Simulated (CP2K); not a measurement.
# Ag (Fm-3m) in CP2K: further runs

Aim: see how the results for Ag move with the level of theory and the settings. Levels: PBEsol, LDA. Tasks: single point, elastic constants.

Everything below comes from runs of CP2K 2026.2. Logs are shortened: lines on timing, memory, paths and dates and some standing lists are left out, and cuts for length are marked.

**1. The structure**

The structure is cubic, space group Fm-3m (No. 225). The conventional cell has a = 4.085 Å, b = 4.085 Å, c = 4.085 Å, α = 90.00°, β = 90.00°, γ = 90.00°. Ag (site symmetry m-3m) has 12 Ag at 2.89 Å as nearest neighbours.

**2. Single point, PBEsol, 17.18 Å³/atom (strain 1 of 0.0075)**

File ag_elastic.inp:

```
&GLOBAL
  PROJECT ag_elastic
  RUN_TYPE ENERGY_FORCE
  PRINT_LEVEL LOW
&END GLOBAL
&FORCE_EVAL
  METHOD QS
  STRESS_TENSOR ANALYTICAL
  &DFT
    BASIS_SET_FILE_NAME BASIS_MOLOPT_UZH
    POTENTIAL_FILE_NAME POTENTIAL_UZH
    &MGRID
      CUTOFF 450
      REL_CUTOFF 60
      NGRIDS 4
    &END MGRID
    &QS
      METHOD GPW
      EPS_DEFAULT 1.0E-10
    &END QS
    &KPOINTS
      SCHEME MONKHORST-PACK 8 8 8
      GAMMA_CENTERED T
      SYMMETRY T
      SYMMETRY_BACKEND SPGLIB
    &END KPOINTS
    &SCF
      SCF_GUESS ATOMIC
      EPS_SCF 1.0E-6
      MAX_SCF 100
      ADDED_MOS 11
      CHOLESKY OFF
      EPS_EIGVAL 1.0E-7
      &DIAGONALIZATION ON
        ALGORITHM STANDARD
      &END DIAGONALIZATION
      &MIXING ON
        METHOD BROYDEN_MIXING
        ALPHA 0.4
        BETA 1.5
        NBUFFER 8
      &END MIXING
      &SMEAR ON
        METHOD FERMI_DIRAC
        ELECTRONIC_TEMPERATURE 580.23
      &END SMEAR
    &END SCF
    &XC
      &XC_FUNCTIONAL
        &GGA_X_PBE_SOL
        &END GGA_X_PBE_SOL
        &GGA_C_PBE_SOL
        &END GGA_C_PBE_SOL
      &END XC_FUNCTIONAL
    &END XC
    &PRINT
      &KPOINTS ON
      &END KPOINTS
      &MULLIKEN ON
      &END MULLIKEN
      &MO ON
        ENERGIES T
        OCCUPATION_NUMBERS T
        &EACH
          QS_SCF 0
        &END EACH
        ADD_LAST NUMERIC
      &END MO
    &END PRINT
  &END DFT
  &SUBSYS
    &CELL
      ABC 2.9105513902 2.8943166192 2.8943166193
      ALPHA_BETA_GAMMA 59.8758750146 59.8142753832 59.8142753828
      PERIODIC XYZ
    &END CELL
    &COORD
      SCALED
      Ag  0.0000000000 0.0000000000 0.0000000000
    &END COORD
    &KIND Ag
      BASIS_SET TZVP-MOLOPT-PBE-GTH-q11
      POTENTIAL GTH-PBE-q11
    &END KIND
    &PRINT
      &ATOMIC_COORDINATES ON
      &END ATOMIC_COORDINATES
      &CELL ON
      &END CELL
    &END PRINT
  &END SUBSYS
  &PRINT
    &FORCES ON
    &END FORCES
    &STRESS_TENSOR ON
    &END STRESS_TENSOR
  &END PRINT
&END FORCE_EVAL
```

Potentials or basis: POTENTIAL_UZH Ag GTH-PBE-q11; TZVP-MOLOPT-PBE-GTH basis.

Run with:

```sh
> OMP_NUM_THREADS=1 cp2k.psmp -i ag_elastic.inp -o ag_elastic.out
```

ag_elastic.out:

```text

 CP2K| version string:                                       CP2K version 2026.2
 CP2K| Input file name                                            ag_elastic.inp

 GLOBAL| Force Environment number                                              1
 GLOBAL| Basis set file name                                    BASIS_MOLOPT_UZH
 GLOBAL| Potential file name                                       POTENTIAL_UZH
 GLOBAL| MM Potential file name                                     MM_POTENTIAL
 GLOBAL| Coordinate file name                                      __STD_INPUT__
 GLOBAL| Method name                                                        CP2K
 GLOBAL| Project name                                                 ag_elastic
 GLOBAL| Run type                                                   ENERGY_FORCE
 GLOBAL| FFT library                                                       FFTW3
[... 6 lines left out ...]
 GLOBAL| Total number of message passing processes                             1
 GLOBAL| Number of threads for this process                                    1
 GLOBAL| CPU model name                                                  UNKNOWN

 CELL| Volume [angstrom^3]:                                            17.175948
 CELL| Vector a [angstrom]:       2.911     0.000     0.000   |a| =     2.910551
 CELL| Vector b [angstrom]:       1.455     2.502     0.000   |b| =     2.894317
 CELL| Vector c [angstrom]:       1.455     0.834     2.359   |c| =     2.894317
 CELL| Angle (b,c), alpha [degree]:                                    59.875875
 CELL| Angle (a,c), beta  [degree]:                                    59.814275
 CELL| Angle (a,b), gamma [degree]:                                    59.814275
 CELL| Numerically orthorhombic:                                              NO
 CELL| Periodicity                                                           XYZ

 CELL_REF| Volume [angstrom^3]:                                        17.175948
 CELL_REF| Vector a [angstrom     2.911     0.000     0.000   |a| =     2.910551
 CELL_REF| Vector b [angstrom     1.455     2.502     0.000   |b| =     2.894317
 CELL_REF| Vector c [angstrom     1.455     0.834     2.359   |c| =     2.894317
 CELL_REF| Angle (b,c), alpha [degree]:                                59.875875
 CELL_REF| Angle (a,c), beta  [degree]:                                59.814275
 CELL_REF| Angle (a,b), gamma [degree]:                                59.814275
 CELL_REF| Numerically orthorhombic:                                          NO
 CELL_REF| Periodicity                                                       XYZ
[... 9 lines left out ...]
 TOTAL NUMBERS AND MAXIMUM NUMBERS

  Total number of            - Atomic kinds:                                   1
                             - Atoms:                                          1
                             - Shell sets:                                     1
                             - Shells:                                        10
                             - Primitive Cartesian functions:                  5
                             - Cartesian basis functions:                     40
                             - Spherical basis functions:                     34

  Maximum angular momentum of- Orbital basis functions:                        3
                             - Local part of the GTH pseudopotential:          0
                             - Non-local part of the GTH pseudopotential:      4

 MODULE QUICKSTEP: ATOMIC COORDINATES IN ANGSTROM

   Atom Kind Element         X             Y             Z       Z(eff)     Mass
      1    1 Ag   47      0.000000      0.000000      0.000000  11.0000 107.8682

 SCF PARAMETERS         Density guess:                                    ATOMIC
                        --------------------------------------------------------
                        max_scf:                                             100
[... 7 lines left out ...]
                        --------------------------------------------------------
                        level_shift [a.u.]:                             0.000000
                        added MOs                                        11    0
                        --------------------------------------------------------
                        Mixing method:                            BROYDEN_MIXING
[... 11 lines left out ...]
 *******************************************************************************
 BRILLOUIN| K-point scheme                                        Monkhorst-Pack
 BRILLOUIN| K-Point grid                                             8    8    8
 BRILLOUIN| Gamma-centered k-point mesh                                     ON
 BRILLOUIN| K-point symmetry accuracy                               0.100000E-05
 BRILLOUIN| K-Point point group symmetrization                                ON
 BRILLOUIN| Symmetry backend                                             SPGLIB
 BRILLOUIN| Symmetry reduction method                                    SPGLIB
 BRILLOUIN| Wavefunction type                                            COMPLEX
 BRILLOUIN| List of Kpoints [2 Pi/Bohr]                                       95
 BRILLOUIN| Number           Weight            X              Y              Z
 BRILLOUIN|     1           0.00781       -0.37500       -0.37500       -0.37500
 BRILLOUIN|     2           0.01562       -0.37500       -0.37500       -0.25000
 BRILLOUIN|     3           0.01562       -0.37500       -0.37500       -0.12500
 BRILLOUIN|     4           0.00781       -0.37500       -0.37500        0.00000
 BRILLOUIN|     5           0.01562       -0.37500       -0.37500        0.12500
 BRILLOUIN|     6           0.01562       -0.37500       -0.37500        0.25000
[... 32 lines left out ...]
 BRILLOUIN|    39           0.01562       -0.25000        0.25000        0.37500
 BRILLOUIN|    40           0.00781       -0.25000        0.25000        0.50000
 [... further k-points ...]
 *******************************************************************************

 Extrapolation method: initial_guess

 Number of electrons:                                                         11
 Number of occupied orbitals:                                                  6
 Number of molecular orbitals:                                                17

 Number of orbital functions:                                                 34
 Number of independent orbital functions:                                     34

 SCF WAVEFUNCTION OPTIMIZATION

  Step     Update method      Time    Convergence         Total energy    Change
  ------------------------------------------------------------------------------
     1 NoMix/Diag. 0.40E+00   10.9     0.21640600       -37.0731557974 -3.71E+01
     2 Broy./Diag. 0.40E+00   10.7     0.06420552       -37.9861871896 -9.13E-01
     3 Broy./Diag. 0.40E+00   10.7     0.04790311       -37.4010273793  5.85E-01
     4 Broy./Diag. 0.40E+00   10.7     0.00542159       -37.0645910022  3.36E-01
     5 Broy./Diag. 0.40E+00   10.8     0.00383977       -37.0400140132  2.46E-02
     6 Broy./Diag. 0.40E+00   10.8     0.00044432       -37.0635560878 -2.35E-02
     7 Broy./Diag. 0.40E+00   10.7     0.00033148       -37.0633662165  1.90E-04
     8 Broy./Diag. 0.40E+00   10.8     0.00004150       -37.0611468442  2.22E-03
     9 Broy./Diag. 0.40E+00   10.7     0.00001588       -37.0615138450 -3.67E-04
    10 Broy./Diag. 0.40E+00   10.7     0.00000441       -37.0616008207 -8.70E-05
    11 Broy./Diag. 0.40E+00   10.7     0.00000034       -37.0615731278  2.77E-05

  *** SCF run converged in    11 steps ***

  Electronic density on regular grids:        -10.9999999988        0.0000000012
  Core density on regular grids:               10.9999999984       -0.0000000016
  Total charge density on r-space grids:       -0.0000000004
  Total charge density g-space grids:          -0.0000000004

  Overlap energy of the core charge distribution:               0.00000000186225
  Self energy of the core charge distribution:                -59.61021713739781
  Core Hamiltonian energy:                                     20.10421527191500
  Hartree energy:                                               8.19803445660221
  Exchange-correlation energy:                                 -5.75346247540470
  Electronic entropic energy:                                  -0.00014324542254
  Fermi energy:                                                 0.26957403537870

  Total energy:                                               -37.06157312783740
  Total energy (extrapolated to T->0):                        -37.06150150512612

 MO| EIGENVALUES AND OCCUPATION NUMBERS FOR K POINT 1
 MO|
 MO|  Index      Eigenvalue [a.u.]        Eigenvalue [eV]             Occupation
 MO|      1               0.046992               1.278707               2.000000
 MO|      2               0.104884               2.854029               2.000000
 MO|      3               0.105656               2.875048               2.000000
 MO|      4               0.161158               4.385326               2.000000
 MO|      5               0.161982               4.407748               2.000000
 MO|      6               0.183348               4.989144               2.000000
[... 9 lines left out ...]
 MO|     16               1.676268              45.613559               0.000000
 MO|     17               1.963497              53.429473               0.000000
 MO| Sum:                                                              12.000000
 MO| E(Fermi):            0.269574 a.u.          7.335483 eV
 MO| Band gap:            0.337567 a.u.          9.185670 eV

 MO| EIGENVALUES AND OCCUPATION NUMBERS FOR K POINT 2
 MO|
 MO|  Index      Eigenvalue [a.u.]        Eigenvalue [eV]             Occupation
 MO|      1               0.057184               1.556049               2.000000
 MO|      2               0.102706               2.794784               2.000000
 MO|      3               0.113078               3.077003               2.000000
 MO|      4               0.115725               3.149034               2.000000
 MO|      5               0.164282               4.470350               2.000000
 MO|      6               0.193775               5.272889               2.000000
[... 270 lines left out ...]
 MO| EIGENVALUES AND OCCUPATION NUMBERS FOR K POINT 14
 MO|
 MO|  Index      Eigenvalue [a.u.]        Eigenvalue [eV]             Occupation
 MO|      1               0.070780               1.926010               2.000000
 MO|      2               0.091787               2.497650               2.000000
 MO|      3               0.103243               2.809374               2.000000
 MO|      4               0.131040               3.565770               2.000000
 MO|      5               0.158942               4.325033               2.000000
 MO|      6               0.266084               7.240520               1.739610
[... 9 lines left out ...]
 MO|     16               1.770304              48.172411               0.000000
 MO|     17               1.847726              50.279194               0.000000
 MO| Sum:                                                              11.739610
 MO| E(Fermi):            0.269574 a.u.          7.335483 eV

 [... the levels of further k-points ...]

 !-----------------------------------------------------------------------------!
                     Mulliken Population Analysis

 #  Atom  Element  Kind  Atomic population                           Net charge
       1     Ag       1         11.000000                              0.000000
 # Total charge                             11.000000                  0.000000

 !-----------------------------------------------------------------------------!

 ENERGY| Total FORCE_EVAL ( QS ) energy [hartree]            -37.061571478914026

 FORCES| Atomic forces [hartree/bohr]
 FORCES|   Atom     x               y               z               |f|
 FORCES|      1  1.37449728E-14 -2.60874898E-17  1.35671249E-14   1.93129965E-14
 FORCES| Sum     1.37449728E-14 -2.60874898E-17  1.35671249E-14
 FORCES| Total atomic force                                       1.93129965E-14

 STRESS| Analytical stress tensor [bar]
 STRESS|                        x                   y                   z
 STRESS|      x       -2.54020103630E+04  -8.54385664129E-03  -1.98429451709E-02
 STRESS|      y       -8.54385664129E-03  -2.09723937987E+04  -7.14672908534E+02
 STRESS|      z       -1.98429451709E-02  -7.14672908534E+02  -2.04675059830E+04
 STRESS| 1/3 Trace                                            -2.22806367149E+04
 STRESS| Determinant                                          -1.08909046167E+13

 STRESS| Eigenvectors and eigenvalues of the analytical stress tensor [bar]
 STRESS|                        1                   2                   3
 STRESS| Eigenvalues  -2.54020103631E+04  -2.14778979713E+04  -1.99620018103E+04
 STRESS|      x           0.999999999987     -0.000004697618     -0.000002070998
 STRESS|      y           0.000002639264      0.816413580707     -0.577467631327
 STRESS|      z           0.000004403513      0.577467631314      0.816413580709
```

Wall time 2.4 min (1 thread of Arm Neoverse N1, shared host); peak memory 0.33 GiB.

Results:

* Free energy: -1008.4966 eV
* Pressure: -2.2 GPa
* Band gap on the k mesh: none (metal or under the smearing width)

Caveat: the potentials were made for another functional, which shifts forces and pressure; the basis of atomic orbitals isn't converged, which shifts pressures, moduli and gaps.

**3. Single point, PBEsol, 16.92 Å³/atom (strain 1 of -0.0075)**

ag_elastic.inp, as its differences from that of step 2:

```diff
@@ -11,2 +11,3 @@
     POTENTIAL_FILE_NAME POTENTIAL_UZH
+    WFN_RESTART_FILE_NAME previous-RESTART.kp
     &MGRID
@@ -27,3 +28,3 @@
     &SCF
-      SCF_GUESS ATOMIC
+      SCF_GUESS RESTART
       EPS_SCF 1.0E-6
@@ -72,4 +73,4 @@
     &CELL
-      ABC 2.9105513902 2.8943166192 2.8943166193
-      ALPHA_BETA_GAMMA 59.8758750146 59.8142753832 59.8142753828
+      ABC 2.8672181188 2.8834833586 2.8834833586
+      ALPHA_BETA_GAMMA 60.1239699156 60.1864223866 60.1864223862
       PERIODIC XYZ
```

Potentials or basis: POTENTIAL_UZH Ag GTH-PBE-q11; TZVP-MOLOPT-PBE-GTH basis.

Run with:

```sh
> OMP_NUM_THREADS=1 cp2k.psmp -i ag_elastic.inp -o ag_elastic.out
```

Run time: 2.1 min. Hardware: 1 thread of Arm Neoverse N1, shared host; peak memory 0.33 GiB.

Results (log left out):

* Free energy: -1008.4989 eV
* Pressure: -0.6 GPa
* Band gap on the k mesh: none (metal or under the smearing width)

Caveat: the potentials were made for another functional, which shifts forces and pressure; the basis of atomic orbitals isn't converged, which shifts pressures, moduli and gaps.

**4. Single point, PBEsol, 17.18 Å³/atom (strain 2 of 0.0075)**

ag_elastic.inp, as its differences from that of step 3:

```diff
@@ -73,4 +73,4 @@
     &CELL
-      ABC 2.8672181188 2.8834833586 2.8834833586
-      ALPHA_BETA_GAMMA 60.1239699156 60.1864223866 60.1864223862
+      ABC 2.8888847545 2.9051498804 2.8906965102
+      ALPHA_BETA_GAMMA 59.9583333287 60.0207306911 60.1850320492
       PERIODIC XYZ
```

Run with:

```sh
> OMP_NUM_THREADS=1 cp2k.psmp -i ag_elastic.inp -o ag_elastic.out
```

Run time: 2.1 min. Hardware: 1 thread of Arm Neoverse N1, shared host; peak memory 0.33 GiB.

It converged, with:

```yaml
Free_energy: -1008.4967 eV
Pressure: -2.2 GPa
Band_gap_on_the_k_mesh: none (metal or under the smearing width)
```

Caveat: the potentials were made for another functional, which shifts forces and pressure; the basis of atomic orbitals isn't converged, which shifts pressures, moduli and gaps.

**5. Single point, PBEsol, 16.92 Å³/atom (strain 2 of -0.0075)**

ag_elastic.inp, as its differences from that of step 4:

```diff
@@ -73,4 +73,4 @@
     &CELL
-      ABC 2.8888847545 2.9051498804 2.8906965102
-      ALPHA_BETA_GAMMA 59.9583333287 60.0207306911 60.1850320492
+      ABC 2.8888847545 2.8726500983 2.8870854120
+      ALPHA_BETA_GAMMA 60.0410291896 59.9793812966 59.8128745779
       PERIODIC XYZ
```

Run with:

```sh
> OMP_NUM_THREADS=1 cp2k.psmp -i ag_elastic.inp -o ag_elastic.out
```

It took 2.3 min on 1 thread of Arm Neoverse N1, shared host; peak memory 0.33 GiB.

It converged, with:

* Free energy: -1008.4989 eV
* Pressure: -0.6 GPa
* Band gap on the k mesh: none (metal or under the smearing width)

Caveat: the potentials were made for another functional, which shifts forces and pressure; the basis of atomic orbitals isn't converged, which shifts pressures, moduli and gaps.

**6. Single point, PBEsol, 17.18 Å³/atom (strain 3 of 0.0075)**

ag_elastic.inp, as its differences from that of step 5:

```diff
@@ -73,4 +73,4 @@
     &CELL
-      ABC 2.8888847545 2.8726500983 2.8870854120
-      ALPHA_BETA_GAMMA 60.0410291896 59.9793812966 59.8128745779
+      ABC 2.8888847545 2.8888847545 2.9033471440
+      ALPHA_BETA_GAMMA 60.1646431167 60.1646431157 59.9999999991
       PERIODIC XYZ
```

Potentials or basis: POTENTIAL_UZH Ag GTH-PBE-q11; TZVP-MOLOPT-PBE-GTH basis.

Run with:

```sh
> OMP_NUM_THREADS=1 cp2k.psmp -i ag_elastic.inp -o ag_elastic.out
```

It took 1.8 min on 1 thread of Arm Neoverse N1, shared host; peak memory 0.32 GiB.

It converged, with:

| Item | Value |
| --- | --- |
| Free energy | -1008.4966 eV |
| Pressure | -2.2 GPa |
| Band gap on the k mesh | none (metal or under the smearing width) |

Caveat: the potentials were made for another functional, which shifts forces and pressure; the basis of atomic orbitals isn't converged, which shifts pressures, moduli and gaps.

**7. Single point, PBEsol, 16.92 Å³/atom (strain 3 of -0.0075)**

ag_elastic.inp, as its differences from that of step 6:

```diff
@@ -73,4 +73,4 @@
     &CELL
-      ABC 2.8888847545 2.8888847545 2.9033471440
-      ALPHA_BETA_GAMMA 60.1646431167 60.1646431157 59.9999999991
+      ABC 2.8888847545 2.8888847545 2.8744584770
+      ALPHA_BETA_GAMMA 59.8338407264 59.8338407254 59.9999999991
       PERIODIC XYZ
```

Run with:

```sh
> OMP_NUM_THREADS=1 cp2k.psmp -i ag_elastic.inp -o ag_elastic.out
```

Wall time 2 min (1 thread of Arm Neoverse N1, shared host); peak memory 0.33 GiB.

Results (log left out):

```
Free energy            : -1008.4989 eV
Pressure               : -0.6 GPa
Band gap on the k mesh : none (metal or under the smearing width)
```

Caveat: the potentials were made for another functional, which shifts forces and pressure; the basis of atomic orbitals isn't converged, which shifts pressures, moduli and gaps.

[end of part 1 of 2]
